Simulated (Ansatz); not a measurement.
# NaI (Fm-3m) in Ansatz: equation of state

Aim: energy against volume of NaI in PBE, for its equilibrium volume and stiffness.

All numbers are computed with Ansatz 0.2.0; they aren't measurements. Logs are shortened: lines on timing, memory, paths and dates and some standing lists are left out, and cuts for length are marked.

### 1 The structure

Symmetry: Fm-3m, No. 225, cubic system. The conventional cell has a = 6.473 Å, b = 6.473 Å, c = 6.473 Å, α = 90.00°, β = 90.00°, γ = 90.00°. Around I (site symmetry m-3m) lie 6 Na at 3.24 Å. Around Na (site symmetry m-3m) lie 6 I at 3.24 Å.

### 2 Single point, PBE, 31.87 Å³/atom (volume scaled by 0.94)

input.yaml reads:

```yaml
crystal:
  lattice:
    - [0.0, 3.1703324822, 3.1703324822]
    - [3.1703324822, 0.0, 3.1703324822]
    - [3.1703324822, 3.1703324822, 0.0]
  atoms:
    - { symbol: I, position: [0.5, 0.5, 0.5] }
    - { symbol: Na, position: [0.0, 0.0, 0.0] }
hamiltonian:
  xc: pbe
  pseudopotentials: { kind: paw }
kpoints:
  mp_grid: { grid: [7, 7, 7] }
scf:
  occupations: { method: fermi_dirac, width: 0.05 }
output:
  forces: true
  stress: true
  eigenvalues: true
```

Potentials or basis: Ansatz PAW.

On the command line:

```bash
$ ansatz run input.yaml --threads 2 --pin off --max-ram 5120MiB --backend cpu --events-out ev --progress --plain --runs-dir out
```

Standard output:

```text
Warning: RAYON_NUM_THREADS=2 ignored (pool sized by the plan → 2); use --threads N
Engine: ansatz 0.2.0, aarch64-unknown-linux-gnu
Pseudopotentials: kind: paw
Pseudopotential: I, paw, valence charge 17, recommended cutoff 420 eV (normal), I.paw.azcp
Pseudopotential: Na, paw, valence charge 9, recommended cutoff 420 eV (normal), Na.paw.azcp
Functional definition: PBE
  parameter kappa = 0.804
  parameter beta = 0.06672455060314922
  exchange = pbe_x(kappa = kappa, mu = beta*pi^2/3)
  correlation = pbe_c(beta = beta)
Crystal: 2 atoms, lattice volume = 63.730 Å³
Basis set: ecut = 420 eV, 1243 PW (Γ), exchange–correlation on 60×60×60 points (8 copies of the dense FFT grid, shifted against one another)
Bands: 17, of which v1, the nominal top of the filled ones, is band 13 counted from 1 (12 counted from 0)
Symmetry: 48 space group operations
Space group: Fm-3m (ITA 225), of the structure as read, at distance tolerance 4.0e-5 Å
k-points: 20 of 343
Non-local potential: I, projectors of the file, l = 0: 2, l = 1: 2, l = 2: 2, l = 3: 2
Non-local potential: Na, projectors of the file, l = 0: 3, l = 1: 2, l = 2: 1
PAW form: soft (Blöchl's): semilocal exchange-correlation on the pseudo side does not see the compensation charge
PAW one-centre angular grid: I, 590 points (default); XC on 64 Gauss nodes
PAW one-centre angular grid: Na, 110 points (default); XC on 64 Gauss nodes
Initial density: superposition of atomic densities (neutral atoms: chi_scale 0, normalization atom), corrected by the library's trained network
Initial wavefunctions: pseudopotential atomic-orbital guess
Functional: x = pbe(κ = 0.804, μ = 0.2195149727645171), c = pbe(β = 0.06672455060314922)
SCF iter   1: F=—  HF=-9001.857519 eV  |F-HF|=—  |Δ(HF+E_count)|=         —  Δρ=5.88e-4  dr2=4.53e-4  ethr=1.77e-3  ⟨swp⟩=6.0  Hψ=1828  notcnv=0
preconditioner: auto → none  [insulator: Δε(μ)=3.818 eV  Ē_g=10.823 eV  σ=0.050 eV  W_gap=1.00  n_scr=14 (ndim 8)  ℏωp=13.2 eV  f_vac=0.049  D(μ)=0.00/eV (n_scr^D=0)  ε∞_Penn≈2.5]
SCF iter   2: F=—  HF=-9001.857831 eV  |F-HF|=—  |Δ(HF+E_count)|=   3.12e-4  Δρ=8.40e-4  dr2=1.06e-3  ethr=1.74e-6  ⟨swp⟩=2.9  Hψ=857  notcnv=0
SCF iter   3: F=—  HF=-9001.857585 eV  |F-HF|=—  |Δ(HF+E_count)|=   2.45e-4  Δρ=5.13e-4  dr2=3.92e-4  ethr=1.74e-6  ⟨swp⟩=2.0  Hψ=410  notcnv=0
SCF iter   4: F=—  HF=-9001.857500 eV  |F-HF|=—  |Δ(HF+E_count)|=   8.50e-5  Δρ=2.91e-4  dr2=1.25e-4  ethr=1.51e-6  ⟨swp⟩=1.1  Hψ=344  notcnv=0
SCF iter   5: F=—  HF=-9001.857467 eV  |F-HF|=—  |Δ(HF+E_count)|=   3.30e-5  Δρ=1.41e-4  dr2=2.13e-5  ethr=4.81e-7  ⟨swp⟩=2.0  Hψ=413  notcnv=0
SCF iter   6: F=—  HF=-9001.857542 eV  |F-HF|=—  |Δ(HF+E_count)|=   7.51e-5  Δρ=3.14e-4  dr2=1.46e-4  ethr=8.19e-8  ⟨swp⟩=3.0  Hψ=633  notcnv=0
SCF iter   7: F=—  HF=-9001.857485 eV  |F-HF|=—  |Δ(HF+E_count)|=   5.75e-5  Δρ=5.25e-5  dr2=4.28e-6  ethr=8.19e-8  ⟨swp⟩=2.0  Hψ=580  notcnv=0
SCF iter   8: F=-9001.857483 eV  HF=-9001.857483 eV  |F-HF|=4.69e-9  |Δ(HF+E_count)|=   1.71e-6  Δρ=2.55e-6  dr2=2.58e-9  ethr=3.85e-10  ⟨swp⟩=5.2  Hψ=1750  notcnv=0
SCF 1 converged in 8 iterations: F = -9001.857483 eV  dr2 = 2.58e-9
SCF converged after 8 iterations
Free energy (F): -9001.857483 eV
Harris-Foulkes:  -9001.857483 eV  (|F-HF|=4.69e-9)
Internal energy: -9001.857483 eV  (E = F + TS)
E sigma→0 (E₀):  -9001.857483 eV
Fermi energy:    5.589416 eV
--- Per-component energies (eV) ---
  E_band       = -600.205313
  E_kinetic    = 310.405745
  E_local      = -3270.795200  (includes V_loc(G=0)·N_el)
  E_nonlocal   = 25.100367
  E_hartree    = 1486.310891
  E_xc         = -167.598723
  E_vxc        = -179.445559  (∫ρ·V_xc dr)
  E_paw        = -5080.378387  (= ΣΔE_a)
  E_vpaw       = -458.089691  (= ΣTr[D̂ρ^β])
  E_aug_tail   = -0.000038  (compensation charges beyond the density's cutoff)
  E_ewald      = -2304.902140
  E_smearing   = -0.000000  (= −TS)
  E_closure    = -0.000000  (closes the sum)
  Σ components = -9001.857483   (vs F -9001.857483, Δ=0.00e0)
--- Forces (eV/Å), atoms counted from 1 ---
  atom   1  I      0.00000000    -0.00000000     0.00000000
  atom   2  Na    -0.00000000     0.00000000    -0.00000000
  max |Σ_I F_I| component: 6.04e-29 eV/Å
--- Stress (GPa, compression-positive) ---
        1.635465      -0.000000       0.000000
        0.000000       1.635465      -0.000000
        0.000000       0.000000       1.635465
  P = ⅓ Tr σ = 1.6355 GPa (16.355 kbar)
--- Band table (eV; the first three rows and the last of 20) ---
  k-point 0: bands = ["-46.8360", "-39.5019", "-39.5019", "-39.4977", "-39.4977", "-39.4977", "-18.7521", "-18.7521", "-18.7521", "-7.5631", "3.6225", "3.6225", "3.6225", "7.4412", "11.5825", "11.5825", "11.5825"]
  k-point 1: bands = ["-46.8360", "-39.5019", "-39.5019", "-39.4977", "-39.4977", "-39.4977", "-18.7535", "-18.7522", "-18.7522", "-7.4974", "2.9880", "3.5571", "3.5571", "8.1159", "11.1615", "11.7786", "11.7786"]
  k-point 2: bands = ["-46.8360", "-39.5019", "-39.5019", "-39.4977", "-39.4976", "-39.4976", "-18.7566", "-18.7523", "-18.7523", "-7.3415", "1.9594", "3.4192", "3.4192", "8.7798", "11.5226", "11.5531", "11.5531"]
  k-point 19: bands = ["-46.8359", "-39.5019", "-39.5018", "-39.4977", "-39.4976", "-39.4974", "-18.7562", "-18.7562", "-18.7540", "-7.0933", "1.9659", "2.0352", "2.7755", "9.4494", "10.7513", "11.7051", "12.0940"]
```

It took 0.85 s on 2 threads of Arm Neoverse V2, shared host; peak memory 0.3 GiB.

What came out:

| Item | Value |
| --- | --- |
| Free energy | -9001.8575 eV |
| Pressure | 1.6 GPa |
| Band gap on the k mesh | 3.82 eV, direct |

Caveat: odd divisions of the mesh miss points on the zone boundary, where band edges often lie, so the gap on the mesh can be too wide; spin-orbit coupling is left out, which moves the levels of the heavy elements.

### 3 Single point, PBE, 32.54 Å³/atom (volume scaled by 0.96)

input.yaml: that of step 2 with these lines changed.

```diff
@@ -2,5 +2,5 @@
   lattice:
-    - [0.0, 3.1703324822, 3.1703324822]
-    - [3.1703324822, 0.0, 3.1703324822]
-    - [3.1703324822, 3.1703324822, 0.0]
+    - [0.0, 3.1926595029, 3.1926595029]
+    - [3.1926595029, 0.0, 3.1926595029]
+    - [3.1926595029, 3.1926595029, 0.0]
   atoms:
```

Potentials or basis: Ansatz PAW.

On the command line:

```bash
$ ansatz run input.yaml --threads 2 --pin off --max-ram 5120MiB --backend cpu --events-out ev --progress --plain --runs-dir out
```

It took 0.98 s on 2 threads of Arm Neoverse V2, shared host; peak memory 0.31 GiB.

The run converged. Its results:

```yaml
Free_energy: -9001.8694 eV
Pressure: 1.2 GPa
Band_gap_on_the_k_mesh: 3.76 eV, direct
```

Caveat: odd divisions of the mesh miss points on the zone boundary, where band edges often lie, so the gap on the mesh can be too wide; spin-orbit coupling is left out, which moves the levels of the heavy elements.

### 4 Single point, PBE, 33.22 Å³/atom (volume scaled by 0.98)

input.yaml: that of step 3 with these lines changed.

```diff
@@ -2,5 +2,5 @@
   lattice:
-    - [0.0, 3.1926595029, 3.1926595029]
-    - [3.1926595029, 0.0, 3.1926595029]
-    - [3.1926595029, 3.1926595029, 0.0]
+    - [0.0, 3.2146785402, 3.2146785402]
+    - [3.2146785402, 0.0, 3.2146785402]
+    - [3.2146785402, 3.2146785402, 0.0]
   atoms:
```

On the command line:

```bash
$ ansatz run input.yaml --threads 2 --pin off --max-ram 5120MiB --backend cpu --events-out ev --progress --plain --runs-dir out
```

Wall time 0.96 s (2 threads of Arm Neoverse V2, shared host); peak memory 0.31 GiB.

It converged, with:

- Free energy: -9001.8776 eV
- Pressure: 0.8 GPa
- Band gap on the k mesh: 3.70 eV, direct

Caveat: odd divisions of the mesh miss points on the zone boundary, where band edges often lie, so the gap on the mesh can be too wide; spin-orbit coupling is left out, which moves the levels of the heavy elements.

### 5 Single point, PBE, 33.90 Å³/atom

input.yaml: that of step 4 with these lines changed.

```diff
@@ -2,5 +2,5 @@
   lattice:
-    - [0.0, 3.2146785402, 3.2146785402]
-    - [3.2146785402, 0.0, 3.2146785402]
-    - [3.2146785402, 3.2146785402, 0.0]
+    - [0.0, 3.2364, 3.2364]
+    - [3.2364, 0.0, 3.2364]
+    - [3.2364, 3.2364, 0.0]
   atoms:
```

On the command line:

```bash
$ ansatz run input.yaml --threads 2 --pin off --max-ram 5120MiB --backend cpu --events-out ev --progress --plain --runs-dir out
```

Run time: 0.98 s. Hardware: 2 threads of Arm Neoverse V2, shared host; peak memory 0.31 GiB.

It converged, with:

```yaml
Free_energy: -9001.8827 eV
Pressure: 0.4 GPa
Band_gap_on_the_k_mesh: 3.64 eV, direct
```

Caveat: odd divisions of the mesh miss points on the zone boundary, where band edges often lie, so the gap on the mesh can be too wide; spin-orbit coupling is left out, which moves the levels of the heavy elements.

### 6 Single point, PBE, 34.58 Å³/atom (volume scaled by 1.02)

input.yaml: that of step 5 with these lines changed.

```diff
@@ -2,5 +2,5 @@
   lattice:
-    - [0.0, 3.2364, 3.2364]
-    - [3.2364, 0.0, 3.2364]
-    - [3.2364, 3.2364, 0.0]
+    - [0.0, 3.2578337372, 3.2578337372]
+    - [3.2578337372, 0.0, 3.2578337372]
+    - [3.2578337372, 3.2578337372, 0.0]
   atoms:
@@ -19 +19,5 @@
   eigenvalues: true
+  write_density: true
+  write_potential: true
+  elf: true
+  volumetric_format: npy
```

Potentials or basis: Ansatz PAW.

On the command line:

```bash
$ ansatz run input.yaml --threads 2 --pin off --max-ram 5120MiB --backend cpu --events-out ev --progress --plain --runs-dir out
```

Wall time 1.1 s (2 threads of Arm Neoverse V2, shared host); peak memory 0.31 GiB.

The run converged. Its results:

```yaml
Free_energy: -9001.8848 eV
Pressure: 0.1 GPa
Band_gap_on_the_k_mesh: 3.59 eV, direct
```

Caveat: odd divisions of the mesh miss points on the zone boundary, where band edges often lie, so the gap on the mesh can be too wide; spin-orbit coupling is left out, which moves the levels of the heavy elements.

### 7 Single point, PBE, 35.25 Å³/atom (volume scaled by 1.04)

input.yaml: that of step 6 with these lines changed.

```diff
@@ -2,5 +2,5 @@
   lattice:
-    - [0.0, 3.2578337372, 3.2578337372]
-    - [3.2578337372, 0.0, 3.2578337372]
-    - [3.2578337372, 3.2578337372, 0.0]
+    - [0.0, 3.2789890945, 3.2789890945]
+    - [3.2789890945, 0.0, 3.2789890945]
+    - [3.2789890945, 3.2789890945, 0.0]
   atoms:
```

On the command line:

```bash
$ ansatz run input.yaml --threads 2 --pin off --max-ram 5120MiB --backend cpu --events-out ev --progress --plain --runs-dir out
```

It took 1.1 s on 2 threads of Arm Neoverse V2, shared host; peak memory 0.31 GiB.

It converged, with:

- Free energy: -9001.8844 eV
- Pressure: -0.2 GPa
- Band gap on the k mesh: 3.54 eV, direct

Caveat: odd divisions of the mesh miss points on the zone boundary, where band edges often lie, so the gap on the mesh can be too wide; spin-orbit coupling is left out, which moves the levels of the heavy elements.

### 8 Single point, PBE, 35.93 Å³/atom (volume scaled by 1.06)

input.yaml: that of step 7 with these lines changed.

```diff
@@ -2,5 +2,5 @@
   lattice:
-    - [0.0, 3.2789890945, 3.2789890945]
-    - [3.2789890945, 0.0, 3.2789890945]
-    - [3.2789890945, 3.2789890945, 0.0]
+    - [0.0, 3.2998749385, 3.2998749385]
+    - [3.2998749385, 0.0, 3.2998749385]
+    - [3.2998749385, 3.2998749385, 0.0]
   atoms:
```

On the command line:

```bash
$ ansatz run input.yaml --threads 2 --pin off --max-ram 5120MiB --backend cpu --events-out ev --progress --plain --runs-dir out
```

Run time: 1.1 s. Hardware: 2 threads of Arm Neoverse V2, shared host; peak memory 0.31 GiB.

Results (log left out):

```
Free energy            : -9001.8816 eV
Pressure               : -0.5 GPa
Band gap on the k mesh : 3.50 eV, direct
```

Caveat: odd divisions of the mesh miss points on the zone boundary, where band edges often lie, so the gap on the mesh can be too wide; spin-orbit coupling is left out, which moves the levels of the heavy elements.

### 9 Equation of state, PBE

Potentials or basis: Ansatz PAW.

This step only gathers the single runs of the series.

Results:

* Equilibrium volume: 34.79 Å³/atom
* Bulk modulus: 15.1 GPa
* Pressure derivative of the bulk modulus: 4.7

Energy against volume, from the lowest point:
```csv
volume (Å³/atom),energy (meV/atom)
31.865,13.68
32.543,7.73
33.221,3.59
33.899,1.07
34.577,0.00
35.255,0.22
35.933,1.60
```

The run has no spin-orbit coupling, so splittings on I are missing. PBE usually gives volumes a little too large and moduli too small.
